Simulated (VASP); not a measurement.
# TiO2 (Anatase) (I4_1/amd) in VASP: notebook

Runs on TiO2 (Anatase). Level: PBE. Tasks: single point.

Everything below comes from runs of VASP 6.6.1. Logs are shortened: lines on timing, memory, paths and dates and some standing lists are left out, and cuts for length are marked.

**1. The undisturbed crystal**

It takes space group I4_1/amd (No. 141, tetragonal). The conventional cell has a = 3.784 Å, b = 3.784 Å, c = 9.515 Å, α = 90.00°, β = 90.00°, γ = 90.00°. Ti (site symmetry -4m2) is surrounded by 6 O at 1.93 to 1.98 Å. Around O (site symmetry 2mm) lie 3 Ti at 1.93 to 1.98 Å.

**2. Single point, PBE**

The input, INCAR:

```
PREC = Accurate
ENCUT = 520
EDIFF = 1E-7
ISMEAR = 0
SIGMA = 0.05
LREAL = False
LASPH = True
NELM = 100
ALGO = Normal
ISIF = 2
LWAVE = False
LCHARG = False
GGA = PE
NBANDS = 25
ADDGRID = False
```

The input, KPOINTS:

```
Automatic mesh
0
Gamma
  5 5 5
```

The input, POSCAR:

```
TiO2
1.0
   -1.8921000000      1.8921000000      4.7573000000
    1.8921000000     -1.8921000000      4.7573000000
    1.8921000000      1.8921000000     -4.7573000000
Ti O
2 4
Direct
    0.7634100000      0.2505420000      0.5022120000
    0.0240310000     -0.0225460000     -0.0109780000
    0.8032660000      0.7916050000      0.0039110000
    0.5255800000      0.0234350000      0.4817660000
    0.9615640000      0.4693800000      0.5068500000
    0.1853180000      0.2146180000     -0.0384270000
```

Potentials or basis: VASP PAW PBE potentials, release 64 (Ti, O).

Command:

```
> cat potpaw_PBE.64/Ti/POTCAR potpaw_PBE.64/O/POTCAR > POTCAR
> mpirun -np 1 vasp_std > vasp.out
```

OUTCAR:

```text
PREC = Accurate
   ENCUT = 520
   EDIFF = 1E-7
   ISMEAR = 0
   LREAL = False
   LASPH = True
   NELM = 100
   ISIF = 2
   GGA = PE

 Found     63 irreducible k-points:

 Following reciprocal coordinates:
            Coordinates               Weight
  0.000000  0.000000  0.000000      1.000000
  0.200000 -0.000000  0.000000      2.000000
 -0.000000  0.200000  0.000000      2.000000
 -0.000000  0.200000 -0.200000      2.000000
  0.200000 -0.000000 -0.200000      2.000000
  0.400000  0.000000  0.000000      2.000000
   k-points           NKPTS =     63   k-points in BZ     NKDIM =     63   number of bands    NBANDS=     25
   number of dos      NEDOS =    301   number of ions     NIONS =      6
   total plane-waves  NPLWV =  74088
   dimension x,y,z NGX =    42 NGY =   42 NGZ =   42
   dimension x,y,z NGXF=    84 NGYF=   84 NGZF=   84
   ions per type =               2   4
   NGX,Y,Z   is equivalent  to a cutoff of  12.79, 12.79, 12.79 a.u.
   NGXF,Y,Z  is equivalent  to a cutoff of  25.58, 25.58, 25.58 a.u.
 SYSTEM =  unknown system
   PREC   = accura    normal or accurate (medium, high low for compatibility)
   ISTART =      0    job   : 0-new  1-cont  2-samecut
   ICHARG =      2    charge: 1-file 2-atom 10-const
   ISPIN  =      1    spin polarized calculation?
   LNONCOLLINEAR =      F non collinear calculations
   LSORBIT =      F    spin-orbit coupling
   LASPH  =      T    aspherical Exc in radial PAW
   ENCUT  =  520.0 eV  38.22 Ry    6.18 a.u.  10.15 10.15 10.15*2*pi/ulx,y,z
   NELM   =    100;   NELMIN=  2; NELMDL= -5     # of ELM steps
   EDIFF  = 0.1E-06   stopping-criterion for ELM
   LREAL  =      F    real-space projection
   EDIFFG = 0.1E-05   stopping-criterion for IOM
   NSW    =      0    number of steps for IOM
   IBRION =     -1    ionic relax: 0-MD 1-quasi-New 2-CG
   NFREE  =      0    steps in history (QN), initial steepest desc. (CG)
   ISIF   =      2    stress and relaxation
   ISYM   =      2    0-nonsym 1-usesym 2-fastsym
   POTIM  = 0.5000    time-step for ionic-motion
   TEBEG  =    0.0;   TEEND  =   0.0 temperature during run
   PSTRESS=    0.0 pullay stress
   NELECT =      32.0000    total number of electrons
   NUPDOWN=      -1.0000    fix difference up-down
   EMIN   =  10.00;   EMAX   =-10.00  energy-range for DOS
[... 5 lines left out ...]
     AMIX     =   0.40;   BMIX     =  1.00
     AMIX_MAG =   1.60;   BMIX_MAG =  1.00
  volume/ion in A,a.u.               =      11.35        76.62
  Fermi-wavevector in a.u.,A,eV,Ry     =   1.272590  2.404847 22.034444  1.619486
  Thomas-Fermi vector in A             =   2.405460
   LORBIT       =      0    0 simple, 1 ext, 2 COOP (PROOUT), +10 PAW based schemes
   GGA     = PE    functional components
   LHFCALC =     F    Hartree Fock is set to
   AEXX    =    0.0000 exact exchange contribution
   IVDW    =     0    specifies the selected vdW correction
   LEPSILON=     F    determine dielectric tensor
   LRPA    =     F    only Hartree local field effects (RPA)
 non-spin polarized calculation
 Gauss-broadening in eV      SIGMA  =   0.05
  energy-cutoff  :      520.00
  volume of cell :       68.13
 maximum number of plane-waves:      1849
 NGX is ok and might be reduce to    42
   NGX = 21   NGY = 21   NGZ = 21

 number of electron      32.0000003 magnetization

 Free energy of the ion-electron system (eV)
  ---------------------------------------------------
  ext. energy  EPLUGINS =         0.00000000
  ---------------------------------------------------
  free energy    TOTEN  =       -52.49795607 eV

  energy without entropy =      -52.49795607  energy(sigma->0) =      -52.49795607

 E-fermi :   1.0157     XC(G=0): -10.5290

 val. band max:        0.7812015245   @ k =   0.0000   0.0000  -0.4000
 cond. band min:       2.9970155679   @ k =   0.0000   0.0000   0.0000
 fundamental gap:      2.2158140434
 Fermi energy:         1.0156971236

 k-point     1 :       0.0000    0.0000    0.0000
  band No.  band energies     occupation
      1     -16.9498      2.00000
      2     -16.0540      2.00000
      3     -15.8438      2.00000
      4     -15.5296      2.00000
      5      -3.1864      2.00000
      6      -3.0585      2.00000
[... 17 lines left out ...]
     24       5.8045      0.00000
     25       5.9649      0.00000

 k-point     2 :       0.2000   -0.0000    0.0000
  band No.  band energies     occupation
      1     -16.7745      2.00000
      2     -15.9666      2.00000
      3     -15.7573      2.00000
      4     -15.5044      2.00000
      5      -3.3649      2.00000
      6      -3.1730      2.00000
[... 17 lines left out ...]
     24       6.3491      0.00000
     25       6.7756      0.00000

 k-point     3 :      -0.0000    0.2000    0.0000
  band No.  band energies     occupation
      1     -16.7689      2.00000
      2     -15.9960      2.00000
      3     -15.7904      2.00000
      4     -15.5004      2.00000
      5      -3.6295      2.00000
      6      -3.1068      2.00000
[... 17 lines left out ...]
     24       6.2843      0.00000
     25       6.5845      0.00000

 k-point     4 :      -0.0000    0.2000   -0.2000
  band No.  band energies     occupation
      1     -16.7685      2.00000
      2     -15.9687      2.00000
      3     -15.7618      2.00000
      4     -15.5046      2.00000
      5      -3.3702      2.00000
      6      -3.2053      2.00000
[... 17 lines left out ...]
     24       6.3534      0.00000
     25       6.6821      0.00000

 k-point     5 :       0.2000   -0.0000   -0.2000
  band No.  band energies     occupation
      1     -16.7720      2.00000
      2     -15.9948      2.00000
      3     -15.7876      2.00000
      4     -15.5010      2.00000
      5      -3.6127      2.00000
      6      -3.1369      2.00000
[... 17 lines left out ...]
     24       6.2907      0.00000
     25       6.5497      0.00000

 k-point     6 :       0.4000    0.0000    0.0000
  band No.  band energies     occupation
      1     -16.5046      2.00000
      2     -15.7856      2.00000
      3     -15.6436      2.00000
      4     -15.4251      2.00000
      5      -3.9030      2.00000
      6      -3.3853      2.00000
[... 17 lines left out ...]
     24       6.5608      0.00000
     25       7.2617      0.00000

 [... further k-points ...]
[... 5 lines left out ...]
  --------------------------------------------------------------------------------------
  -------------------------------------------------------------------------------------
  Total        5.6798273      7.9562740      1.4911517      0.1870138      0.3630568      0.4085203
  in kB      133.5786388    187.1162954     35.0690269      4.3982047      8.5383987      9.6076137
  external PRESSURE =     118.5879870 kB  Pullay stress =       0.0000000 kB

 VOLUME and BASIS-vectors are now :
 -----------------------------------------------------------------------------
  energy-cutoff  :      520.00
  volume of cell :       68.13
      direct lattice vectors                 reciprocal lattice vectors
    -1.892100000  1.892100000  4.757300000     0.000000000  0.264256646  0.105101633
     1.892100000 -1.892100000  4.757300000     0.264256646  0.000000000  0.105101633
     1.892100000  1.892100000 -4.757300000     0.264256646  0.264256646  0.000000000

 POSITION                                       TOTAL-FORCE (eV/Angst)
 -----------------------------------------------------------------------------------
     -0.02016      1.92063      2.43450         0.093376     -1.693305      0.030304
      3.67530      0.06736      0.05929         1.314010     -0.984722     -0.405565
     -0.01466      0.02946      7.56867         0.151776     -0.551727     -0.024188
     -0.03856      1.86166      0.31992         0.273899      0.588893      1.247664
      0.02775      1.89027      4.39619        -1.812813     -0.239709      0.137554
      1.87483      1.76395     -2.67188        -0.020249      2.880570     -0.985768
 -----------------------------------------------------------------------------------
    total drift:                               -0.000126      0.000228     -0.001026

  FREE ENERGIE OF THE ION-ELECTRON SYSTEM (eV)
  ---------------------------------------------------
  free  energy   TOTEN  =       -52.4979560718 eV

  energy  without entropy=      -52.4979560718  energy(sigma->0) =      -52.49795607
```

It took 2.9 min on 1 thread of Intel Xeon Platinum 8259CL at 2.50GHz (Skylake/Cascade Lake), shared host; peak memory 0.3 GiB.

The run converged, but some of its settings lie outside the range that counts as converged, so its numbers aren't taken as properties of the crystal.

Results:

* Free energy: -52.4980 eV
* Pressure: 11.9 GPa
* Largest force: 3.045 eV/Å
* Band gap on the k mesh: 2.22 eV, indirect (least direct gap 2.63 eV)

Caveat: the k mesh is coarse (spacing up to 0.47 Å⁻¹), so the values aren't converged; an odd mesh through Γ misses points on the zone boundary, where band edges often lie.

(Part 1 of 2 ends here.)
